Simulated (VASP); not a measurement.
# Mg (R-3m) in VASP: notebook

The runs below take Mg through single point, with PBE.

All numbers are computed with VASP 6.6.1; they aren't measurements. Logs are shortened: lines on timing, memory, paths and dates and some standing lists are left out, and cuts for length are marked.

## 1. The structure

The structure is trigonal, space group R-3m (No. 166). Conventional cell: a = 3.185 Å, b = 3.185 Å, c = 23.100 Å, α = 90.00°, β = 90.00°, γ = 120.00°. Around Mg (site symmetry -3m) lie 12 Mg at 3.16 to 3.19 Å. Mg (site symmetry 3m) is surrounded by 12 Mg at 3.15 to 3.19 Å.

This isn't the form of Mg at room conditions, which is hcp.

## 2. Single point, PBE

File INCAR:

```
SYSTEM = Mg
ALGO     = Normal         ! electronic algorithm
EDIFF    = 1E-7           ! SCF threshold, eV
ENCUT    = 520            ! plane-wave cutoff, eV
GGA      = PE             ! functional
ISIF     = 2              ! what is computed and relaxed
ISMEAR   = 0              ! smearing method
LASPH    = .TRUE.         ! aspherical terms in the spheres
LCHARG   = .FALSE.        ! write CHGCAR
LREAL    = .FALSE.        ! projectors in reciprocal space
LWAVE    = .FALSE.        ! write WAVECAR
NBANDS   = 10             ! bands
NELM     = 60             ! most SCF steps
PREC     = Accurate       ! precision mode
SIGMA    = 0.1            ! smearing width, eV
```

File KPOINTS:

```
k-points
0
G
  6 6 6
  0 0 0
```

File POSCAR:

```
Mg
1.0
    1.5926943142      0.9195424911      7.6998773267
   -1.5926943142      0.9195424911      7.6998773267
    0.0000000000     -1.8390849821      7.6998773267
Mg
3
Direct
    0.0000000000      0.0000000000      0.0000000000
    0.2219355900      0.2219355900      0.2219355900
    0.7780644100      0.7780644100      0.7780644100
```

Potentials or basis: VASP PAW PBE potentials, release 64 (Mg).

Command:

```console
cat potpaw_PBE.64/Mg/POTCAR > POTCAR
mpirun -np 1 vasp_std > vasp.out
```

OUTCAR:

```text
SYSTEM = Mg
   EDIFF = 1E-7
   ENCUT = 520
   GGA = PE
   ISIF = 2
   ISMEAR = 0
   LASPH = .TRUE.
   LREAL = .FALSE.
   NELM = 60
   PREC = Accurate

 ion  position               nearest neighbor table
   1  0.000  0.000  0.000-   3 3.16   3 3.16   2 3.16   2 3.16   3 3.16   2 3.16
   2  0.222  0.222  0.222-   3 3.15   3 3.15   3 3.15   1 3.16   1 3.16   1 3.16
   3  0.778  0.778  0.778-   2 3.15   2 3.15   2 3.15   1 3.16   1 3.16   1 3.16

  LATTYP: Found a trigonal (rhomboedric) cell.
 ALAT       =     7.9164603465
 COS(alpha) =     0.9190470325

  Lattice vectors:

 A1 = (   1.5926943142,   0.9195424911,   7.6998773267)
 A2 = (  -1.5926943142,   0.9195424911,   7.6998773267)
 A3 = (   0.0000000000,  -1.8390849821,   7.6998773267)

Analysis of symmetry for initial positions (statically):
=====================================================================
 Subroutine PRICEL returns:
 Original cell was already a primitive cell.

 Routine SETGRP: Setting up the symmetry group for a
 trigonal (rhombohedral) supercell.

 Subroutine GETGRP returns: Found 12 space group operations
 (whereof 12 operations were pure point group operations)
 out of a pool of 12 trial point group operations.

The static configuration has the point symmetry D_3d.

Analysis of symmetry for dynamics (positions and initial velocities):
=====================================================================
 Subroutine PRICEL returns:
 Original cell was already a primitive cell.

 Routine SETGRP: Setting up the symmetry group for a
 trigonal (rhombohedral) supercell.

 Subroutine GETGRP returns: Found 12 space group operations
 (whereof 12 operations were pure point group operations)
 out of a pool of 12 trial point group operations.

The dynamic configuration has the point symmetry D_3d.

 Subroutine INISYM returns: Found 12 space group operations
 (whereof 12 operations are pure point group operations),
 and found     1 'primitive' translations

----------------------------------------------------------------------------------------

                                     Primitive cell

  volume of cell :      67.6611

  direct lattice vectors                    reciprocal lattice vectors
     1.592694314  0.919542491  7.699877327     0.313933437  0.181249554  0.043290733
    -1.592694314  0.919542491  7.699877327    -0.313933437  0.181249554  0.043290733
     0.000000000 -1.839084982  7.699877327     0.000000000 -0.362499109  0.043290733

  length of vectors
     7.916460346  7.916460346  7.916460346     0.365074912  0.365074912  0.365074912

  position of ions in fractional coordinates (direct lattice)
     0.000000000  0.000000000  0.000000000
     0.221935590  0.221935590  0.221935590
     0.778064410  0.778064410  0.778064410

  ion indices of the primitive-cell ions
   primitive index   ion index
                 1           1
                 2           2
                 3           3

----------------------------------------------------------------------------------------

 KPOINTS: k-points

Automatic generation of k-mesh.
 Grid dimensions read from file:
 generate k-points for:    6    6    6

 Generating k-lattice:

  Cartesian coordinates                     Fractional coordinates (reciprocal lattice)
     0.052322239  0.030208259  0.007215122     0.166666667  0.000000000  0.000000000
    -0.052322239  0.030208259  0.007215122     0.000000000  0.166666667  0.000000000
     0.000000000 -0.060416518  0.007215122     0.000000000  0.000000000  0.166666667

  Length of vectors
     0.060845819  0.060845819  0.060845819

  Shift w.r.t. Gamma in fractional coordinates (k-lattice)
     0.000000000  0.000000000  0.000000000

 Subroutine IBZKPT returns following result:
 ===========================================

 Found     32 irreducible k-points:

 Following reciprocal coordinates:
            Coordinates               Weight
  0.000000  0.000000  0.000000      1.000000
  0.166667 -0.000000  0.000000      6.000000
  0.333333 -0.000000  0.000000      6.000000
  0.500000  0.000000  0.000000      3.000000
  0.166667  0.166667  0.000000      6.000000
  0.333333  0.166667  0.000000     12.000000
[... 16 lines left out ...]
  0.500000  0.500000  0.166667      6.000000
 -0.333333  0.500000  0.166667     12.000000
 [... further k-points ...]
   k-points           NKPTS =     32   k-points in BZ     NKDIM =     32   number of bands    NBANDS=     10
   number of dos      NEDOS =    301   number of ions     NIONS =      3
   total plane-waves  NPLWV = 216000
   dimension x,y,z NGX =    60 NGY =   60 NGZ =   60
   dimension x,y,z NGXF=   120 NGYF=  120 NGZF=  120
   ions per type =               3
   NGX,Y,Z   is equivalent  to a cutoff of  12.60, 12.60, 12.60 a.u.
   NGXF,Y,Z  is equivalent  to a cutoff of  25.20, 25.20, 25.20 a.u.
 SYSTEM =  Mg
   PREC   = accura    normal or accurate (medium, high low for compatibility)
   ISTART =      0    job   : 0-new  1-cont  2-samecut
   ICHARG =      2    charge: 1-file 2-atom 10-const
   ISPIN  =      1    spin polarized calculation?
   LNONCOLLINEAR =      F non collinear calculations
   LSORBIT =      F    spin-orbit coupling
   LASPH  =      T    aspherical Exc in radial PAW
   ENCUT  =  520.0 eV  38.22 Ry    6.18 a.u.  14.72 14.72 14.72*2*pi/ulx,y,z
   NELM   =     60;   NELMIN=  2; NELMDL= -5     # of ELM steps
   EDIFF  = 0.1E-06   stopping-criterion for ELM
   LREAL  =      F    real-space projection
   EDIFFG = 0.1E-05   stopping-criterion for IOM
   NSW    =      0    number of steps for IOM
   IBRION =     -1    ionic relax: 0-MD 1-quasi-New 2-CG
   NFREE  =      0    steps in history (QN), initial steepest desc. (CG)
   ISIF   =      2    stress and relaxation
   ISYM   =      2    0-nonsym 1-usesym 2-fastsym
   POTIM  = 0.5000    time-step for ionic-motion
   TEBEG  =    0.0;   TEEND  =   0.0 temperature during run
   PSTRESS=    0.0 pullay stress
   NELECT =       6.0000    total number of electrons
   NUPDOWN=      -1.0000    fix difference up-down
   EMIN   =  10.00;   EMAX   =-10.00  energy-range for DOS
   EFERMI =   0.00;   METHOD = LEGACY
   ISMEAR =     0;   SIGMA  =   0.10  broadening in eV -4-tet -1-fermi 0-gaus
   EFERMI_NEDOS =   21; number of points for ismear=-14 and -15
   IALGO  =     38    algorithm
   IMIX   =      4    mixing-type and parameters
     AMIX     =   0.40;   BMIX     =  1.00
     AMIX_MAG =   1.60;   BMIX_MAG =  1.00
  volume/ion in A,a.u.               =      22.55       152.20
  Fermi-wavevector in a.u.,A,eV,Ry     =   0.730038  1.379572  7.251300  0.532956
  Thomas-Fermi vector in A             =   1.821909
   LORBIT       =      0    0 simple, 1 ext, 2 COOP (PROOUT), +10 PAW based schemes
   GGA     = PE    functional components
   LHFCALC =     F    Hartree Fock is set to
   AEXX    =    0.0000 exact exchange contribution
   IVDW    =     0    specifies the selected vdW correction
   LEPSILON=     F    determine dielectric tensor
   LRPA    =     F    only Hartree local field effects (RPA)
 non-spin polarized calculation
 Gauss-broadening in eV      SIGMA  =   0.10
  energy-cutoff  :      520.00
  volume of cell :       67.66
 maximum number of plane-waves:      1841
   NGX = 29   NGY = 29   NGZ = 29

 number of electron       6.0000000 magnetization

 Free energy of the ion-electron system (eV)
  ---------------------------------------------------
  ext. energy  EPLUGINS =         0.00000000
  ---------------------------------------------------
  free energy    TOTEN  =        -4.41626728 eV

  energy without entropy =       -4.40494578  energy(sigma->0) =       -4.41060653

 E-fermi :   2.6665     XC(G=0):  -8.5465

 val. band max:        2.6288708723   @ k =   0.5000   0.0000   0.0000
 cond. band min:       2.6726812950   @ k =  -0.3333   0.5000   0.1667
 fundamental gap:      0.0438104227
 Fermi energy:         2.6664623416

 k-point     1 :       0.0000    0.0000    0.0000
  band No.  band energies     occupation
      1      -4.2822      2.00000
      2      -1.7776      2.00000
      3      -1.7618      2.00000
      4       5.4680      0.00000
      5       5.4753      0.00000
      6      13.8945      0.00000
      7      13.8945      0.00000
      8      14.0334      0.00000
      9      14.0335      0.00000
     10      14.2800      0.00000

 k-point     2 :       0.1667   -0.0000    0.0000
  band No.  band energies     occupation
      1      -3.7249      2.00000
      2      -1.5017      2.00000
      3      -0.9543      2.00000
      4       5.4271      0.00000
      5       6.4536      0.00000
      6       9.0898      0.00000
      7      10.0457      0.00000
      8      11.7738      0.00000
      9      11.9460      0.00000
     10      12.2525      0.00000

 k-point     3 :       0.3333   -0.0000    0.0000
  band No.  band energies     occupation
      1      -2.0728      2.00000
      2      -0.1619      2.00000
      3       0.9070      2.00000
      4       4.2775      0.00000
      5       5.5854      0.00000
      6       6.7059      0.00000
      7       7.6332      0.00000
      8       8.4784      0.00000
      9      10.4970      0.00000
     10      10.7371      0.00000

 k-point     4 :       0.5000    0.0000    0.0000
  band No.  band energies     occupation
      1       0.5899      2.00000
      2       0.6272      2.00000
      3       1.8817      2.00000
      4       2.6289      1.40501
      5       3.6927      0.00000
      6       4.0061      0.00000
      7       8.4473      0.00000
      8       8.5478      0.00000
      9      10.0658      0.00000
     10      10.1466      0.00000
[... 222 lines left out ...]
 k-point    22 :      -0.1667    0.3333    0.1667
  band No.  band energies     occupation
      1      -0.4732      2.00000
      2       1.3770      2.00000
      3       2.3469      1.99999
      4       3.1675      0.00000
      5       3.5231      0.00000
      6       5.7126      0.00000
      7       7.0801      0.00000
      8       7.4518      0.00000
      9       8.3391      0.00000
     10       8.9933      0.00000

 k-point    23 :       0.5000    0.5000    0.1667
  band No.  band energies     occupation
      1      -1.7281      2.00000
      2      -1.1794      2.00000
      3       2.5004      1.98117
      4       3.9179      0.00000
      5       4.8223      0.00000
      6       5.4786      0.00000
      7       8.0064      0.00000
      8      10.0862      0.00000
      9      10.2219      0.00000
     10      11.1704      0.00000

 k-point    24 :      -0.3333    0.5000    0.1667
  band No.  band energies     occupation
      1      -0.0240      2.00000
      2       0.2436      2.00000
      3       2.6727      0.92992
      4       4.0757      0.00000
      5       4.4336      0.00000
      6       5.1029      0.00000
      7       5.8814      0.00000
      8       6.7867      0.00000
      9       7.7384      0.00000
     10       8.8079      0.00000

 [... further k-points ...]
[... 5 lines left out ...]
  --------------------------------------------------------------------------------------
  -------------------------------------------------------------------------------------
  Total        0.2180874      0.2180874      0.3500734      0.0000000      0.0000000      0.0000000
  in kB        5.1641864      5.1641864      8.2895390      0.0000000      0.0000000      0.0000000
  external PRESSURE =       6.2059706 kB  Pullay stress =       0.0000000 kB

 VOLUME and BASIS-vectors are now :
 -----------------------------------------------------------------------------
  energy-cutoff  :      520.00
  volume of cell :       67.66
      direct lattice vectors                 reciprocal lattice vectors
     1.592694314  0.919542491  7.699877327     0.313933437  0.181249554  0.043290733
    -1.592694314  0.919542491  7.699877327    -0.313933437  0.181249554  0.043290733
     0.000000000 -1.839084982  7.699877327     0.000000000 -0.362499109  0.043290733

 POSITION                                       TOTAL-FORCE (eV/Angst)
 -----------------------------------------------------------------------------------
      0.00000      0.00000      0.00000         0.000000      0.000000      0.000000
      0.00000      0.00000      5.12663        -0.000000      0.000000      0.007056
      0.00000      0.00000     17.97300        -0.000000     -0.000000     -0.007056
 -----------------------------------------------------------------------------------
    total drift:                                0.000000      0.000000     -0.000000

  FREE ENERGIE OF THE ION-ELECTRON SYSTEM (eV)
  ---------------------------------------------------
  free  energy   TOTEN  =        -4.4162672805 eV

  energy  without entropy=       -4.4049457846  energy(sigma->0) =       -4.41060653
```

It took 65 s on 1 thread of AMD EPYC 9R14 (Zen 4), shared host; peak memory 0.4 GiB.

Results:

| Quantity | Value |
| --- | --- |
| Free energy | -4.4163 eV |
| Pressure | 0.6 GPa |
| Largest force | 0.007 eV/Å |
| Band gap on the k mesh | none (metal or under the smearing width) |

Forces in eV/Å, atoms in the order of the input:
```
Mg   0.000  0.000  0.000
Mg   0.000  0.000  0.007
Mg   0.000  0.000 -0.007
```

Levels at points of the mesh, in eV from the Fermi level:
```
           k point  band 1  band 2  band 3  band 4  band 5  band 6
(0.00, 0.00, 0.00)   -6.95   -4.44   -4.43    2.80    2.81   11.23
(0.50, 0.00, 0.00)   -2.08   -2.04   -0.78   -0.04    1.03    1.34
(0.50, 0.50, 0.00)   -1.89   -1.83   -1.30   -0.74    1.96    2.38
(0.50, 0.50, 0.50)   -6.32   -6.31   -1.61   -1.11    7.91    7.93
```

Caveat: the k mesh is coarse (spacing up to 0.38 Å⁻¹), so the values aren't converged.

## 3. Single point, PBE

File INCAR:

```
PREC = Accurate
ENCUT = 520
EDIFF = 1E-7
ISMEAR = 0
SIGMA = 0.1
LREAL = F
LASPH = T
NELM = 80
ALGO = Normal
ISIF = 2
LWAVE = F
LCHARG = F
GGA = PE
NBANDS = 10
```

File KPOINTS:

```
regular mesh
0
Gamma
  6 6 6
```

POSCAR is that of step 2.

Potentials or basis: VASP PAW PBE potentials, release 64 (Mg).

Command:

```console
cat potpaw_PBE.64/Mg/POTCAR > POTCAR
mpirun -np 1 vasp_std > vasp.out
```

Run time: 65 s. Hardware: 1 thread of AMD EPYC 9R14 (Zen 4), shared host; peak memory 0.4 GiB.

The run converged. Its results:

- Free energy: -4.4163 eV
- Pressure: 0.6 GPa
- Largest force: 0.007 eV/Å
- Band gap on the k mesh: none (metal or under the smearing width)

Forces on the atoms (eV/Å):
```
Mg   0.000  0.000  0.000
Mg   0.000  0.000  0.007
Mg   0.000  0.000 -0.007
```

Stress tensor (GPa, compression positive):
```
0.52 0.00 0.00
0.00 0.52 0.00
0.00 0.00 0.83
```

Levels at points of the mesh, in eV from the Fermi level:
```csv
k point,band 1,band 2,band 3,band 4,band 5,band 6
"(0.00, 0.00, 0.00)",-6.95,-4.44,-4.43,2.80,2.81,11.23
"(0.50, 0.00, 0.00)",-2.08,-2.04,-0.78,-0.04,1.03,1.34
"(0.50, 0.50, 0.00)",-1.89,-1.83,-1.30,-0.74,1.96,2.38
"(0.50, 0.50, 0.50)",-6.32,-6.31,-1.61,-1.11,7.91,7.93
```

Caveat: the k mesh is coarse (spacing up to 0.38 Å⁻¹), so the values aren't converged.
